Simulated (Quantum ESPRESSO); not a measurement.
The system is SrO.

```xyz
2
Lattice="0.0000 2.5663 2.5663 2.5663 0.0000 2.5663 2.5663 2.5663 0.0000" Properties=species:S:1:pos:R:3 pbc="T T T"
Sr    2.5663    2.5663    2.5663
O     0.0000    0.0000    0.0000
```

Base run:

| Quantity | Value |
| --- | --- |
| Program | Quantum ESPRESSO 7.5 |
| Functional | WC |
| Potentials or basis | GBRV 1.5 PBE |
| Cutoff | 612 eV |
| Density cutoff | 4898 eV |
| k mesh | 6 × 6 × 6, shifted |
| Occupations | fermi-dirac, width 0.05 eV |
| Spin | no spin polarisation |

Its results: pressure -0.3 GPa; electronic dielectric tensor (diagonal) 3.86.

Q: The run is repeated on the same cell with these changes: functional from WC to AM05. What comes out?

A: Pressure 0.7 GPa; electronic dielectric tensor (diagonal) 3.84.

Caveats: the potentials were made for another functional, which shifts forces and pressure.
